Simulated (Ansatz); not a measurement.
# MoS2: the cost of one run

Program: Ansatz 0.2.0. Level of theory: DFT PBEsol, scalar-relativistic, plane waves, PAW. These are calculated values, not measurements.

7 further runs of the same task are left out: 3 that didn't finish, 4 set aside as unsound or not needed.

## Step 1: The system as given

Symmetry: R3m, No. 160, trigonal system. The conventional cell has a = 3.148 Å, b = 3.148 Å, c = 19.111 Å, α = 90.00°, β = 90.00°, γ = 120.00°. W (site symmetry 3m) is surrounded by 6 S at 2.40 Å. S (site symmetry 3m) is surrounded by 3 W at 2.40 Å.

Structure file:

```cif
data_structure
_symmetry_space_group_name_H-M 'R3m:H'
_symmetry_Int_Tables_number 160
_cell_length_a 3.1476
_cell_length_b 3.1476
_cell_length_c 19.1114
_cell_angle_alpha 90.000
_cell_angle_beta 90.000
_cell_angle_gamma 120.000
_cell_volume 163.98
loop_
_atom_site_label
_atom_site_type_symbol
_atom_site_symmetry_multiplicity
_atom_site_Wyckoff_symbol
_atom_site_fract_x
_atom_site_fract_y
_atom_site_fract_z
_atom_site_occupancy
W1 W 3 a 0.00000 0.00000 0.00067 1
S1 S 3 a 0.00000 0.00000 0.25204 1
S2 S 3 a 0.33333 0.66667 0.08266 1
```

It is the result of an earlier relaxation at this level (volume 18.22 Å³/atom; gap on the mesh: 1.15 eV).

## Step 2: The film's bulk: MoS2

Relaxed beforehand at this level: -2223.3893 eV/atom, gap on the mesh 1.01 eV.

```xyz
3
Lattice="0.0000 -1.8147 6.2833 1.5716 0.9073 6.2833 -1.5716 0.9073 6.2833" Properties=species:S:1:pos:R:3 pbc="T T T"
Mo    0.0000    0.0000    0.0000
S     0.0000    0.0000   14.1244
S     0.0000    0.0000   11.0081
```

Bulk energy of WS2, the base, on matching settings, from an earlier run: -4009.6922 eV/atom.

## Step 3: MoS2 strained to the base's plane

The (001) plane of MoS2 is fitted to the (001) plane of WS2, a strain of +0.1 % along x and +0.1 % along y; the third vector and the atoms relax.

The input, input.yaml:

```yaml
crystal:
  lattice:
    - [3.1476068054, 0.0, 0.0]
    - [-1.5738034027, 2.7259074546, 0.0]
    - [1.5738034027, 0.9086358182, 6.2725460967]
  atoms:
    - { symbol: Mo, position: [3.3414e-06, 1.6707e-06, -5.0121e-06] }
    - { symbol: S, position: [0.5013758088, 0.2506879044, 0.2479362868] }
    - { symbol: S, position: [0.83202085, 0.416010425, 0.7519687251] }
basis:
  ecutwfc: 420
kpoints:
  mp_grid: { grid: [9, 9, 5] }
hamiltonian:
  xc: pbesol
scf:
  occupations: { method: gaussian, width: 0.02 }
output:
  forces: true
  stress: true
  eigenvalues: true
relax:
  adjacent_minimum: "off"
  f_tol: 0.01
  max_steps: 50
  cell: { fix: [a, b, gamma], stress_tol: 0.1 }
```

Run with:

```bash
> ansatz run input.yaml --threads 2 --pin off --max-ram 5120MiB --backend cpu --events-out ev --progress --plain --runs-dir out
```

What time and memory should one allow on 2 threads of Arm Neoverse N1, shared host?

About 30 s, with a peak of 0.42 GiB.
